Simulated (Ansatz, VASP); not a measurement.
# Two plane-wave programs on CaSe

```
Se Ca
1.0
     0.00000    3.01398    3.01398
     3.01398    0.00000    3.01398
     3.01398    3.01398    0.00000
Se Ca
1 1
Direct
  0.50000 0.50000 0.50000
  0.00000 0.00000 0.00000
```

Change from the starting cell: volume scaled by 1.06.

Alike in both runs: task single point; functional PBEsol; k mesh 8 × 8 × 8; occupations fermi-dirac, width 0.05 eV; no spin polarisation.

|  | VASP | Ansatz |
| --- | --- | --- |
| version | VASP 6.6.1 | Ansatz 0.2.0 |
| potentials or method | VASP PAW PBE potentials, release 64 (Se, Ca_sv) | Ansatz PAW |
| plane-wave cutoff (eV) | 520 | 420 |
| valence electrons in the cell | 16 | 26 |

Ansatz gave:

```
gap on the k mesh at the Fermi level (eV) : 2.07
least direct gap on the mesh (eV)         : 2.89
pressure (GPa)                            : -3.5
```

Q: Estimate VASP's values.

A: gap on the k mesh at the Fermi level (eV): 2.06; least direct gap on the mesh (eV): 2.89; pressure (GPa): -3.4.

The functional is the same, so the differences come from potentials, cutoffs and numerics. The two sets of potentials don't hold the same shells in valence.

Caveats: the PAW data sets were made with another functional, which shifts forces and pressure a little (VASP); the PAW data sets come from PBE, with cores solved anew for the run's functional, which leaves a small shift of forces and pressure (Ansatz). A k mesh can miss the band edges.
